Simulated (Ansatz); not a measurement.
The system is ZrB2.

```xyz
3
Lattice="3.1700 0.0000 0.0000 -1.5850 2.7453 0.0000 0.0000 0.0000 3.5330" Properties=species:S:1:pos:R:3 pbc="T T T"
Zr    0.0000    0.0000    0.0000
B     1.5850    0.9151    1.7665
B     0.0000    1.8302    1.7665
```

Base run:

* Program: Ansatz 0.2.0
* Functional: PBEsol
* Potentials or basis: all-electron LAPW, inner shells corrected to Dirac's equation
* Cutoff: 255 eV (chosen from the basis error)
* Basis error allowed: 0.002 eV/atom
* k mesh: 10 × 10 × 8
* Occupations: fermi-dirac, width 0.05 eV
* Spin: no spin polarisation

Its results: pressure -4.0 GPa.

Problem. After a change of settings the same cell gave: pressure -2.8 GPa. Which change was it?
A. potentials or basis from all-electron LAPW, inner shells corrected to Dirac's equation to all-electron PAW datasets made for the crystal
B. potentials or basis from all-electron LAPW, inner shells corrected to Dirac's equation to all-electron LAPW, non-relativistic
C. potentials or basis from all-electron LAPW, inner shells corrected to Dirac's equation to all-electron LAPW, scalar-relativistic

Solution. B.

Caveats: relativity is left out, which matters for the heavier elements (some runs).

The runs don't all hold the same shells in valence.
